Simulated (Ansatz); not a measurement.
**Strain and the gap of BaS (rocksalt)**

BaS (rocksalt), relaxed with r2SCAN in Ansatz 0.2.0. It is cubic, Fm-3m (No. 225); a = 6.424 Å in the conventional setting, 33.13 Å³ an atom. Ba is surrounded by 6 S at 3.21 Å; S is surrounded by 6 Ba at 3.21 Å.

The axes x, y and z are those of this cell:
```xyz
2
Lattice="0.0000 3.2118 3.2118 3.2118 0.0000 3.2118 3.2118 3.2118 0.0000" Properties=species:S:1:pos:R:3 pbc="T T T"
Ba    0.0000    0.0000    0.0000
S     3.2118    3.2118    3.2118
```

Unstrained: The PBE gap is indirect, 2.230 eV (Γ to X), below the direct gap of 2.345 eV at X. The r2SCAN gap is indirect, 2.578 eV (Γ to X), below the direct gap of 2.692 eV at X. HSE06 gives an indirect gap of 3.138 eV, from Γ to X; the least direct gap is 3.277 eV at X. Meshes: PBE 8×8×8, r2SCAN 8×8×8, HSE06 6×6×6. Strains are changes of length per length. After each strain the atoms were relaxed again with r2SCAN within the symmetry that the strain leaves, so tilts or polar shifts that break it weren't tested; points keep the names that they have in the unstrained zone. Calculated for a static, non-magnetic cell.

Changes of the least gap in eV (an overlap counts as a negative gap):

| strain | volume change (%) | space group | PBE | r2SCAN | HSE06 | energy rise, r2SCAN (meV/atom) |
| --- | --- | --- | --- | --- | --- | --- |
| epitaxial -0.5 % in the plane normal to [111], free normal strain +0.45 % | -0.6 | R-3m | -0.015 | -0.016 | -0.017 | 0.4 |
| isotropic +3.17 % on every length | +9.8 | Fm-3m | +0.106 | +0.106 | +0.103 | 36.9 |
| uniaxial -3.75 % along x | -3.8 | I4/mmm | -0.170 | -0.183 | -0.169 | 17.1 |

Epitaxial -0.5 % in the plane normal to [111], free normal strain +0.45 %. HSE06: the gap goes from 3.138 to 3.121 eV (-0.017 eV); with r2SCAN the top three valence levels at Γ, degenerate before, become 2+1 from the top over 23 meV. Stress change with r2SCAN, compression positive: xx +0.25, yy +0.25, zz +0.25, xy -0.12, xz -0.12, yz -0.12 GPa.

Isotropic +3.17 % on every length. HSE06: the gap goes from 3.138 to 3.241 eV (+0.103 eV). Stress change with r2SCAN, compression positive: xx -3.40, yy -3.40, zz -3.40 GPa. For HSE06, dE_g/d ln V = 1.1 eV over this step.

Uniaxial -3.75 % along x, other directions held. HSE06: the gap goes from 3.138 to 2.969 eV (-0.169 eV); with r2SCAN the top three valence levels at Γ, degenerate before, become 1+2 from the top over 146 meV. Stress change with r2SCAN, compression positive: xx +4.73, yy +0.71, zz +0.71 GPa.

The runs are scalar-relativistic, without spin-orbit coupling.

The meshes of the hybrids are coarse, so their gaps aren't converged to the digits shown.

The splittings at Γ are without spin-orbit coupling, which regroups them where it is of like size or larger.
